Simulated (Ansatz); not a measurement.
MgAl2O4 (spinel, space group No. 227), PBEsol in the plane-wave PAW code Ansatz. The conduction-band minimum lies at Γ, with 1 equivalent valley. Second derivatives d²E/dk² of the lowest band at one valley (eV·Å²), along Cartesian directions:

| direction | d²E/dk² |
|---|---|
| [100] | 20.47 |
| [010] | 20.47 |
| [001] | 20.47 |
| [110] | 20.47 |
| [101] | 20.47 |
| [011] | 20.47 |

Task: Find the principal effective masses, the density-of-states mass and the conductivity mass.

Result: Off-diagonal terms follow from H_xy = H[110] − (H_xx + H_yy)/2, and m*/mₑ = 7.620 eV·Å² over each eigenvalue: 0.37, 0.37, 0.37. One valley's DOS mass (m₁m₂m₃)^(1/3) = 0.37, conductivity mass 3/(Σ 1/mᵢ) = 0.37 mₑ.

Task: What effective density of states Nc follows at 300 K for parabolic valleys?

Result: Nc = 2.509e19 × 1 × (0.37)^(3/2) ≈ 5.6e18 cm⁻³.

Task: With the computed static dielectric constant 8.31 (mean of the diagonal), estimate a hydrogenic donor's binding energy and radius.

Result: E = 13.606 eV × 0.37/8.31² ≈ 73 meV; a = 0.529 Å × ε/m* ≈ 12 Å. Semilocal masses tend to be too small when the gap is underestimated.

Space group Fd-3m (spinel). Symmetry was held in the PBEsol relaxation.

Potentials: the earlier of the program's two PAW sets. The files were generated under PBE; for other functionals the program regenerates the frozen cores, and for LDA and PBEsol the local potential too.
